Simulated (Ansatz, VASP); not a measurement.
**La in VASP and in Ansatz**

```
La
1.0
     3.18354    0.00000    0.00000
    -1.59177    2.75703    0.00000
     0.00000    0.00000    5.35742
La
2
Cartesian
  0.0000 1.8380 1.3394
  1.5918 0.9190 4.0181
```

Alike in both runs: functional PBEsol; k mesh 14 × 14 × 8; occupations fermi-dirac, width 0.08 eV; no spin polarisation.

Ansatz relaxed the structure, and its values are those at the end. VASP's run is a single point on that final structure, the one shown.

```csv
,VASP,Ansatz
version,VASP 6.6.1,Ansatz 0.2.0
potentials or method,"VASP PAW PBE potentials, release 64 (La)","PAW with Ansatz's default frozen-core files, scalar-relativistic"
plane-wave cutoff (eV),520,420
valence electrons in the cell,22,22
```

|  | VASP | Ansatz | Ansatz less VASP |
| --- | --- | --- | --- |
| pressure (GPa) | 17.3 | 17.0 | -0.30 |

Caveats: so large a pressure means that the cell lies far from this level's equilibrium, or that cutoff or potentials fall short (VASP); the potentials were made for another functional, which shifts forces and pressure (VASP). Spin-orbit coupling is left out, which matters for the levels of La.
